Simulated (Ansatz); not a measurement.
Crystal: Sb.

```xyz
2
Lattice="2.1145 1.2594 3.7561 -2.1314 1.2775 3.7598 0.0072 -2.5197 3.7523" Properties=species:S:1:pos:R:3 pbc="T T T"
Sb   -0.0074    0.0132    8.6373
Sb   -0.0023    0.0040    2.6310
```

The cell isn't the ideal one: cell strained at random at fixed volume.

- Program: Ansatz 0.2.0
- Task: relaxation of cell and atoms
- Functional: PBEsol0
- Potentials or basis: Ansatz PAW
- Cutoff: 420 eV (not typed: the program's choice for these potentials)
- k mesh: 4 × 4 × 4
- Occupations: fermi-dirac, width 0.02 eV
- Spin: no spin polarisation

At the start: volume 30.21 Å³/atom.

Task: Where does the relaxation end?

Result: It ends after 5 steps and the volume is 30.16 Å³/atom (-0.2 %); space group C2/m (No. 12, to 0.05 Å).

Step by step:
| step | energy change (eV) | largest force (eV/Å) | volume (Å³) |
| --- | --- | --- | --- |
| 1 | 0.0000 | 0.4810 | 60.41 |
| 2 | -0.0223 | 0.0409 | 60.25 |
| 3 | -0.0227 | 0.0131 | 60.24 |
| 4 | -0.0228 | 0.0053 | 60.32 |
| 5 | -0.0227 | 0.0053 | 60.32 |

Final structure:
```
Sb
1.0
     2.10967    1.23348    3.72743
    -2.15724    1.27071    3.74185
     0.00909   -2.53056    3.74359
Sb
2
Direct
  0.77260 0.76931 0.76773
  0.22740 0.23069 0.23227
```

Caveat: the k mesh is coarse (spacing up to 0.45 Å⁻¹), so the values aren't converged, least of all with exact exchange; the plane-wave basis is chosen anew once the cell has moved, so the energies of steps on either side of that aren't comparable; the PAW data sets come from PBE, with cores solved anew for the run's functional, which leaves a small shift of forces and pressure.
